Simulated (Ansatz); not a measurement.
# ZnO: a relaxation

Aim: relax the cell and atoms of ZnO.

Program: Ansatz 0.2.0. Level of theory: DFT PBE, scalar-relativistic, plane waves, PAW. These are calculated values, not measurements.

## (1) Starting point

It takes space group P6_3/mmc (No. 194, hexagonal). Conventional cell: a = 3.055 Å, b = 3.055 Å, c = 30.410 Å, α = 90.00°, β = 90.00°, γ = 120.00°. Around Zn (site symmetry 3m) lie 6 O at 2.16 to 2.17 Å. Around Zn (site symmetry 3m) lie 6 O at 2.16 Å. Zn (site symmetry -6m2) has 6 O at 2.21 Å in its first shell of neighbours. Zn (site symmetry -3m) is surrounded by 6 O at 2.16 Å. O (site symmetry 3m) is surrounded by 6 Zn at 2.16 Å. O (site symmetry 3m) has 6 Zn at 2.16 to 2.21 Å in its first shell of neighbours. O (site symmetry 3m) is surrounded by 6 Zn at 2.16 to 2.17 Å.

As a file:

```cif
data_structure
_symmetry_space_group_name_H-M 'P6_3/mmc'
_symmetry_Int_Tables_number 194
_cell_length_a 3.0555
_cell_length_b 3.0555
_cell_length_c 30.4099
_cell_angle_alpha 90.000
_cell_angle_beta 90.000
_cell_angle_gamma 120.000
_cell_volume 245.87
loop_
_atom_site_label
_atom_site_type_symbol
_atom_site_symmetry_multiplicity
_atom_site_Wyckoff_symbol
_atom_site_fract_x
_atom_site_fract_y
_atom_site_fract_z
_atom_site_occupancy
Zn1 Zn 4 f 0.66667 0.33333 0.33494 1
Zn2 Zn 4 f 0.66667 0.33333 0.91747 1
Zn3 Zn 2 b 0.00000 0.00000 0.75000 1
Zn4 Zn 2 a 0.00000 0.00000 0.50000 1
O1 O 4 f 0.66667 0.33333 0.45873 1
O2 O 4 f 0.66667 0.33333 0.70616 1
O3 O 4 e 0.00000 0.00000 0.62376 1
```

Source of the structure: the Materials Project (structure only).

## (2) Probe: one point at the start

Input file input.yaml:

```yaml
crystal:
  lattice:
    - [3.0554777537, 0.0, 0.0]
    - [-1.5277388769, 2.6461213554, 0.0]
    - [0.0, 0.0, 30.409913]
  atoms:
    - { symbol: Zn, position: [0.66666667, 0.33333333, 0.334938] }
    - { symbol: Zn, position: [0.33333333, 0.66666667, 0.665062] }
    - { symbol: Zn, position: [0.33333333, 0.66666667, 0.834938] }
    - { symbol: Zn, position: [0.66666667, 0.33333333, 0.165062] }
    - { symbol: Zn, position: [0.66666667, 0.33333333, 0.917472] }
    - { symbol: Zn, position: [0.33333333, 0.66666667, 0.082528] }
    - { symbol: Zn, position: [0.33333333, 0.66666667, 0.417472] }
    - { symbol: Zn, position: [0.66666667, 0.33333333, 0.582528] }
    - { symbol: Zn, position: [0.0, 0.0, 0.75] }
    - { symbol: Zn, position: [0.0, 0.0, 0.25] }
    - { symbol: Zn, position: [0.0, 0.0, 0.5] }
    - { symbol: Zn, position: [0.0, 0.0, 0.0] }
    - { symbol: O, position: [0.66666667, 0.33333333, 0.458731] }
    - { symbol: O, position: [0.33333333, 0.66666667, 0.541269] }
    - { symbol: O, position: [0.33333333, 0.66666667, 0.958731] }
    - { symbol: O, position: [0.66666667, 0.33333333, 0.041269] }
    - { symbol: O, position: [0.66666667, 0.33333333, 0.706158] }
    - { symbol: O, position: [0.33333333, 0.66666667, 0.293842] }
    - { symbol: O, position: [0.33333333, 0.66666667, 0.206158] }
    - { symbol: O, position: [0.66666667, 0.33333333, 0.793842] }
    - { symbol: O, position: [0.0, 0.0, 0.623759] }
    - { symbol: O, position: [0.0, 0.0, 0.376241] }
    - { symbol: O, position: [0.0, 0.0, 0.123759] }
    - { symbol: O, position: [0.0, 0.0, 0.876241] }
basis:
  ecutwfc: 420
kpoints:
  mp_grid: { grid: [6, 6, 1] }
hamiltonian:
  xc: pbe
scf:
  occupations: { method: gaussian, width: 0.1 }
output:
  forces: true
  stress: true
  eigenvalues: true
```

Command:

```console
$ ansatz run input.yaml --threads 4 --pin off --max-ram 9216MiB --backend cpu --events-out ev --progress --plain --runs-dir out
```

Output, shortened:

```text
[...]
SCF converged after 9 iterations
Free energy (F): -46637.844117 eV
[...]
E sigma→0 (E₀):  -46637.844114 eV
Entropy (-TS):   -0.000005 eV (-0.000 meV/atom)
Fermi energy:    9.619915 eV
[...]
--- Forces (eV/Å), atoms counted from 1 ---
  atom   1  Zn    -0.00000000     0.00000000    -0.03352385
  atom   2  Zn     0.00000000    -0.00000000     0.03352385
  atom   3  Zn    -0.00000000    -0.00000000    -0.03352385
  atom   4  Zn     0.00000000     0.00000000     0.03352385
  atom   5  Zn     0.00000000     0.00000000     0.00063972
  atom   6  Zn    -0.00000000    -0.00000000    -0.00063972
  atom   7  Zn    -0.00000000    -0.00000000     0.00063972
  atom   8  Zn     0.00000000     0.00000000    -0.00063972
[...]
--- Stress (GPa, compression-positive) ---
       -1.199536       0.000000       0.000000
       -0.000000      -1.199536      -0.000000
        0.000000      -0.000000      -0.938890
  P = ⅓ Tr σ = -1.1127 GPa (-11.127 kbar)
--- Band table (eV; the first three rows and the last of 7) ---
[...]
```

It took 16 s on 4 threads of AMD EPYC (Zen 3), shared host; peak memory 1.1 GiB.

From the probe: pressure -1.1 GPa, largest force 0.03 eV/Å, gap on this mesh 0.53 eV. By this gap the next run takes a mesh of 12×12×2 and a smearing of 0.02 eV.

## (3) Relaxing cell and atoms

Edit input.yaml of step 2 so:

```diff
@@ -33,3 +33,3 @@
 kpoints:
-  mp_grid: { grid: [6, 6, 1] }
+  mp_grid: { grid: [12, 12, 2] }
 hamiltonian:
@@ -37,3 +37,3 @@
 scf:
-  occupations: { method: gaussian, width: 0.1 }
+  occupations: { method: gaussian, width: 0.02 }
 output:
@@ -42 +42,6 @@
   eigenvalues: true
+relax:
+  adjacent_minimum: "off"
+  f_tol: 0.005
+  max_steps: 80
+  cell: { stress_tol: 0.05 }
```

Command:

```console
$ ansatz run input.yaml --threads 4 --pin off --max-ram 9216MiB --backend cpu --events-out ev --progress --plain --runs-dir out
```

Output:

```text
Warning: RAYON_NUM_THREADS=4 ignored (pool sized by the plan → 4); use --threads N
Engine: ansatz 0.2.0, x86_64-unknown-linux-gnu
Pseudopotentials: kind: paw
Pseudopotential: Zn, paw, valence charge 12, recommended cutoff 420 eV (normal), Zn.paw.azcp
Pseudopotential: O, paw, valence charge 6, recommended cutoff 420 eV (normal), O.paw.azcp
Functional definition: PBE
  parameter kappa = 0.804
  parameter beta = 0.06672455060314922
  exchange = pbe_x(kappa = kappa, mu = beta*pi^2/3)
  correlation = pbe_c(beta = beta)
Crystal: 24 atoms, lattice volume = 245.869 Å³
Basis set: ecut = 420 eV, 4769 PW (Γ), exchange–correlation on 48×48×432 points (8 copies of the dense FFT grid, shifted against one another)
Bands: 132, of which v1, the nominal top of the filled ones, is band 108 counted from 1 (107 counted from 0)
Symmetry: 24 space group operations
Space group: P63/mmc (ITA 194), of the structure as read, at distance tolerance 6.3e-5 Å
k-points: 38 of 288
Non-local potential: Zn, projectors of the file, l = 0: 2, l = 1: 2, l = 2: 3, l = 3: 1
Non-local potential: O, projectors of the file, l = 0: 2, l = 1: 2, l = 2: 1
PAW form: soft (Blöchl's): semilocal exchange-correlation on the pseudo side does not see the compensation charge
PAW one-centre angular grid: Zn, 590 points (default); XC on 64 Gauss nodes
PAW one-centre angular grid: O, 110 points (default); XC on 64 Gauss nodes
Initial density: superposition of atomic densities (neutral atoms: chi_scale 0, normalization atom), corrected by the library's trained network
Initial wavefunctions: pseudopotential atomic-orbital guess
Functional: x = pbe(κ = 0.804, μ = 0.2195149727645171), c = pbe(β = 0.06672455060314922)
SCF iter   1: F=—  HF=-46637.859151 eV  |F-HF|=—  |Δ(HF+E_count)|=         —  Δρ=2.05e-3  dr2=7.45e-3  ethr=1.77e-3  ⟨swp⟩=6.0  Hψ=20082  notcnv=0  defer=37
preconditioner: auto → Resta (q_TF=auto, 2.670 Å⁻¹)  ε∞=8.2  [insulator: Δε(μ)=0.542 eV  Ē_g=12.949 eV  σ=0.020 eV  W_gap=1.00  n_scr=90 (ndim 8)  ℏωp=34.8 eV  f_vac=0.000  D(μ)=0.00/eV (n_scr^D=0)  ε∞_Penn≈8.2]
SCF iter   2: F=—  HF=-46637.860722 eV  |F-HF|=—  |Δ(HF+E_count)|=   1.57e-3  Δρ=6.20e-4  dr2=1.79e-3  ethr=3.45e-6  ⟨swp⟩=2.0  Hψ=9937  notcnv=0  defer=481
SCF iter   3: F=—  HF=-46637.860764 eV  |F-HF|=—  |Δ(HF+E_count)|=   4.24e-5  Δρ=4.98e-4  dr2=1.13e-3  ethr=8.27e-7  ⟨swp⟩=2.4  Hψ=7747  notcnv=0  defer=481
SCF iter   4: F=—  HF=-46637.860661 eV  |F-HF|=—  |Δ(HF+E_count)|=   1.04e-4  Δρ=1.19e-4  dr2=1.42e-4  ethr=5.25e-7  ⟨swp⟩=2.4  Hψ=7854  notcnv=0  defer=481
SCF iter   5: F=—  HF=-46637.860654 eV  |F-HF|=—  |Δ(HF+E_count)|=   6.99e-6  Δρ=6.61e-5  dr2=3.48e-5  ethr=6.58e-8  ⟨swp⟩=2.8  Hψ=7868  notcnv=0  defer=481
SCF iter   6: F=—  HF=-46637.860845 eV  |F-HF|=—  |Δ(HF+E_count)|=   1.91e-4  Δρ=2.91e-5  dr2=3.09e-6  ethr=1.61e-8  ⟨swp⟩=2.2  Hψ=7619  notcnv=0  defer=490
SCF iter   7: F=—  HF=-46637.860845 eV  |F-HF|=—  |Δ(HF+E_count)|=   4.72e-7  Δρ=2.66e-5  dr2=1.28e-6  ethr=1.43e-9  ⟨swp⟩=2.0  Hψ=7987  notcnv=0  defer=490
SCF iter   8: F=—  HF=-46637.860845 eV  |F-HF|=—  |Δ(HF+E_count)|=   8.17e-7  Δρ=6.72e-6  dr2=1.37e-7  ethr=5.95e-10  ⟨swp⟩=2.0  Hψ=7972  notcnv=0  defer=490
SCF iter   9: F=-46637.860845 eV  HF=-46637.860845 eV  |F-HF|=2.24e-9  |Δ(HF+E_count)|=   2.20e-9  Δρ=1.10e-6  dr2=6.07e-9  ethr=4.63e-11  ⟨swp⟩=10.4  Hψ=23884  notcnv=0
SCF 1 converged in 9 iterations: F = -46637.860845 eV  dr2 = 6.07e-9
relax step   1: F+E_penalty+E_count = -46637.86084462 eV  Δ(F+E_penalty+E_count) = +0.000e0 eV  max|allowed force component| = 3.270e-2 eV/Å  Δτ_max = 0.0000 Å  P = -1.095 GPa  Ω = 245.869 Å³  (9 SCF iters, dr2 threshold 1.00e-7 eV, accepted)
[... 14 lines left out ...]
relax step   2: F+E_penalty+E_count = -46637.87153501 eV  Δ(F+E_penalty+E_count) = -1.069e-2 eV  max|allowed force component| = 6.651e-3 eV/Å  Δτ_max = 0.0044 Å  P = -0.410 GPa  Ω = 244.838 Å³  energy of the carried Pulay correction = +5.128e-3 eV  (6 SCF iters, dr2 threshold 2.40e-6 eV, accepted)
[... 11 lines left out ...]
relax step   3: F+E_penalty+E_count = -46637.87539998 eV  Δ(F+E_penalty+E_count) = -3.865e-3 eV  max|allowed force component| = 6.058e-3 eV/Å  Δτ_max = 0.0012 Å  P = +0.019 GPa  Ω = 244.220 Å³  energy of the carried Pulay correction = +8.212e-3 eV  (6 SCF iters, dr2 threshold 5.96e-7 eV, accepted)
[... 11 lines left out ...]
relax step   4: F+E_penalty+E_count = -46637.87528645 eV  Δ(F+E_penalty+E_count) = +1.135e-4 eV  max|allowed force component| = 1.394e-3 eV/Å  Δτ_max = 0.0005 Å  P = -0.000 GPa  Ω = 244.247 Å³  energy of the carried Pulay correction = +8.078e-3 eV  (6 SCF iters, dr2 threshold 1.15e-8 eV, accepted)
[... 10 lines left out ...]
relax step   5: F+E_penalty+E_count = -46637.86740939 eV  Δ(F+E_penalty+E_count) = +7.877e-3 eV  max|allowed force component| = 1.486e-3 eV/Å  Δτ_max = 0.0000 Å  P = -0.039 GPa  Ω = 244.247 Å³  stress off target by 4.47e-2 GPa  SCF on the basis re-selected at this cell (its energy is not comparable with the rows above)  (6 SCF iters)
basis re-selected at this cell: Δ(F+E_penalty+E_count) = +7.877e-3 eV, ΔP = -0.039 GPa vs the last step (what re-selecting the basis moved, of the pressure what is left beyond the Pulay correction that the steps carried, after the strain that the cell walked since its last selection, with what the two solves' SCF thresholds leave and, on support functions, any second-order correction that the steps lacked; it is no measure of the basis error at this ecutwfc). This SCF's stress stands 4.47e-2 GPa from its target on what of the cell is left free (relax.cell.stress_tol is 5.00e-2 GPa) and its largest allowed force component is 1.49e-3 eV/Å (relax.f_tol is 5.00e-3 eV/Å): within both
SCF converged after 6 iterations
Free energy (F): -46637.867409 eV
Harris-Foulkes:  -46637.867409 eV  (|F-HF|=2.33e-10)
Internal energy: -46637.867409 eV  (E = F + TS)
E sigma→0 (E₀):  -46637.867409 eV
Fermi energy:    9.731156 eV
--- Per-component energies (eV) ---
  E_band       = 854.786913
  E_kinetic    = 3666.974868
  E_local      = -20923.783242  (includes V_loc(G=0)·N_el)
  E_nonlocal   = 8032.946578
  E_hartree    = 8568.493946
  E_xc         = -2516.349099
  E_vxc        = -1735.855355  (∫ρ·V_xc dr)
  E_paw        = -23907.818657  (= ΣΔE_a)
  E_vpaw       = -5322.507932  (= ΣTr[D̂ρ^β])
  E_aug_tail   = 0.024373  (compensation charges beyond the density's cutoff)
  E_ewald      = -19558.356176
  E_smearing   = -0.000000  (= −TS)
  E_closure    = 0.000000  (closes the sum)
  Σ components = -46637.867409   (vs F -46637.867409, Δ=0.00e0)
--- Forces (eV/Å), atoms counted from 1 ---
  atom   1  Zn     0.00000000     0.00000000     0.00109520
  atom   2  Zn    -0.00000000     0.00000000    -0.00109520
  atom   3  Zn    -0.00000000    -0.00000000     0.00109520
  atom   4  Zn     0.00000000     0.00000000    -0.00109520
  atom   5  Zn     0.00000000    -0.00000000    -0.00009237
  atom   6  Zn    -0.00000000     0.00000000     0.00009237
  atom   7  Zn    -0.00000000     0.00000000    -0.00009237
  atom   8  Zn     0.00000000    -0.00000000     0.00009237
  atom   9  Zn     0.00000000     0.00000000    -0.00000000
  atom  10  Zn    -0.00000000    -0.00000000     0.00000000
  atom  11  Zn     0.00000000    -0.00000000     0.00000000
  atom  12  Zn    -0.00000000    -0.00000000     0.00000000
  atom  13  O     -0.00000000     0.00000000    -0.00006928
  atom  14  O      0.00000000    -0.00000000     0.00006928
  atom  15  O      0.00000000    -0.00000000    -0.00006928
  atom  16  O     -0.00000000     0.00000000     0.00006928
  atom  17  O     -0.00000000     0.00000000     0.00148621
  atom  18  O      0.00000000    -0.00000000    -0.00148621
  atom  19  O      0.00000000    -0.00000000     0.00148621
  atom  20  O     -0.00000000     0.00000000    -0.00148621
  atom  21  O      0.00000000     0.00000000    -0.00007703
  atom  22  O     -0.00000000     0.00000000     0.00007703
  atom  23  O     -0.00000000    -0.00000000    -0.00007703
  atom  24  O      0.00000000     0.00000000     0.00007703
  max |Σ_I F_I| component: 3.98e-18 eV/Å
--- Stress (GPa, compression-positive) ---
       -0.044712      -0.000000       0.000000
       -0.000000      -0.044712       0.000000
        0.000000       0.000000      -0.027761
  P = ⅓ Tr σ = -0.0391 GPa (-0.391 kbar)
--- Band table (eV; the first three rows and the last of 38) ---
  k-point 0: bands = ["-8.8406", "-8.7743", "-8.7643", "-8.5741", "-8.5600", "-8.2784", "-8.2637", "-7.9521", "-7.9418", "-7.6891", "-7.6858", "-7.5868", "2.2740", "2.4465", "2.5351", "3.0169", "3.1079", "3.7044", "3.7584", "3.7584", "3.7862", "3.7862", "3.8192", "3.8232", "3.8232", "3.9205", "3.9205", "3.9375", "3.9375", "4.0984", "4.0984", "4.1069", "4.1069", "4.1735", "4.2593", "4.2593", "4.3213", "4.3213", "4.3433", "4.4033", "4.4069", "4.4069", "4.5237", "4.5237", "4.5576", "4.5636", "4.5650", "4.5650", "4.6243", "4.6243", "4.6430", "4.6430", "4.7553", "4.7553", "4.7660", "4.7660", "4.7667", "4.7667", "4.7774", "4.7774", "4.8366", "4.8366", "4.8379", "4.8379", "4.9212", "4.9212", "4.9224", "4.9224", "4.9870", "4.9870", "4.9876", "4.9876", "5.5394", "5.5445", "5.8253", "5.8291", "5.8552", "5.9409", "6.0571", "6.4943", "6.6488", "7.4636", "7.5950", "8.1978", "8.2723", "8.2723", "8.2918", "8.2918", "8.4213", "8.4213", "8.4811", "8.4811", "8.6633", "8.6633", "8.7520", "8.7520", "8.9484", "8.9484", "9.0365", "9.0365", "9.2147", "9.2147", "9.2728", "9.2728", "9.4046", "9.4046", "9.4232", "9.4232", "10.0090", "10.5509", "10.9404", "11.7837", "12.1171", "12.9607", "13.2606", "13.9770", "14.2200", "14.6861", "14.8897", "15.0394", "17.8003", "17.8824", "18.5744", "18.9913", "19.5117", "20.3901", "20.9377", "22.2124", "22.2397", "22.2397", "22.4371", "22.4371"]
[... 3 lines left out ...]
--- Relaxed structure (4 steps of the walk, 4 accepted, 1 SCFs on fresh bases) ---
  F+E_penalty+E_count = -46637.86740939 eV   max|allowed force component| = 1.486e-3 eV/Å   (the final SCF, on the basis selected at the relaxed cell)
  cell:  # Å, volume = 244.2470 Å³
    - [3.0466126397329574, 2.87837386412713e-11, -2.0972704403286172e-19]
    - [-1.523306319891406, 2.638443941485117, 1.0486352201814716e-19]
    - [-2.0873269835024294e-18, 3.340236338989287e-33, 30.385338011719785]
  atoms:
    - { symbol: Zn, position: [0.6666666666666665, 0.3333333333333333, 0.33476237912415435] }
    - { symbol: Zn, position: [0.33333333333333326, 0.6666666666666666, 0.6652376208758457] }
    - { symbol: Zn, position: [0.33333333333333326, 0.6666666666666666, 0.8347623791241541] }
    - { symbol: Zn, position: [0.6666666666666665, 0.3333333333333333, 0.16523762087584568] }
    - { symbol: Zn, position: [0.6666666666666665, 0.3333333333333333, 0.9173884443994151] }
    - { symbol: Zn, position: [0.33333333333333326, 0.6666666666666666, 0.08261155560058478] }
    - { symbol: Zn, position: [0.33333333333333326, 0.6666666666666666, 0.4173884443994152] }
    - { symbol: Zn, position: [0.6666666666666665, 0.3333333333333333, 0.5826115556005848] }
    - { symbol: Zn, position: [3.370377402677663e-33, 1.1431121266923784e-32, 0.7499999999999999] }
    - { symbol: Zn, position: [2.479634803398566e-33, -9.724508501480826e-33, 0.24999999999999997] }
    - { symbol: Zn, position: [-4.81482486096809e-35, 1.9219295249091178e-34, 0.49999999999999994] }
    - { symbol: Zn, position: [-1.0557953050758565e-34, 1.6489927876512768e-34, -2.3768612831074885e-21] }
    - { symbol: O, position: [0.6666666666666665, 0.3333333333333333, 0.45869775629744775] }
    - { symbol: O, position: [0.33333333333333326, 0.6666666666666666, 0.5413022437025522] }
    - { symbol: O, position: [0.33333333333333326, 0.6666666666666666, 0.9586977562974476] }
    - { symbol: O, position: [0.6666666666666665, 0.3333333333333333, 0.041302243702552255] }
    - { symbol: O, position: [0.6666666666666665, 0.3333333333333333, 0.7062670045978141] }
    - { symbol: O, position: [0.33333333333333326, 0.6666666666666666, 0.29373299540218567] }
    - { symbol: O, position: [0.33333333333333326, 0.6666666666666666, 0.2062670045978142] }
    - { symbol: O, position: [0.6666666666666665, 0.3333333333333333, 0.7937329954021857] }
    - { symbol: O, position: [2.5977233213009728e-20, -2.82299123304512e-31, 0.6239000580455972] }
    - { symbol: O, position: [-2.5977233213018588e-20, 2.841513023299901e-31, 0.3760999419544025] }
    - { symbol: O, position: [2.5977233213015422e-20, -2.825417337376978e-31, 0.1239000580455974] }
    - { symbol: O, position: [-2.5977233213016662e-20, 2.836175593770961e-31, 0.8760999419544026] }
```

Run time: 4.7 min. Hardware: 4 threads of AMD EPYC (Zen 3), shared host; peak memory 1.6 GiB.

Step by step:

```
step  energy from step 1 (eV/cell)  largest force component (eV/Å)  pressure (GPa)  volume (Å³)
   1                        0.0000                          0.0327           -1.10       245.87
   2                       -0.0107                          0.0067           -0.41       244.84
   3                       -0.0146                          0.0061            0.02       244.22
   4                       -0.0144                          0.0014            0.00       244.25
   5                       -0.0066                          0.0015           -0.04       244.25
```

Step 1 is the start. Step 5 repeats the geometry before it on a plane-wave basis chosen anew for that cell, so its energy need not be comparable with the rows above.

|  | before | after | change |
| --- | --- | --- | --- |
| a (Å) | 3.055 | 3.047 | -0.3 % |
| b (Å) | 3.055 | 3.047 | -0.3 % |
| c (Å) | 30.410 | 30.385 | -0.1 % |
| volume (Å³/atom) | 10.24 | 10.18 | -0.7 % |
| shortest distance (Å) | 2.162 | 2.156 | -0.3 % |
| space group (0.01 Å) | P6_3/mmc | P6_3/mmc | same |

The run keeps the 24 symmetry operations of the start, so it could not have lowered the symmetry.

## (4) Outcome

| quantity | value |
| --- | --- |
| relaxed cell | a = 3.047 Å, b = 3.047 Å, c = 30.385 Å, α = 90.00°, β = 90.00°, γ = 120.00° |
| space group (0.01 Å) | P6_3/mmc (No. 194) |
| volume | 10.18 Å³/atom |
| formation energy (elements from runs with the same settings, not shown) | -1.25 eV/atom |
| gap on the mesh | 0.56 eV |

What this shows: The relaxed volume is 0.7 % smaller than at the start.

These are semilocal Kohn-Sham gaps, which aren't the measured quantity. Such gaps usually fall short of the measured ones.
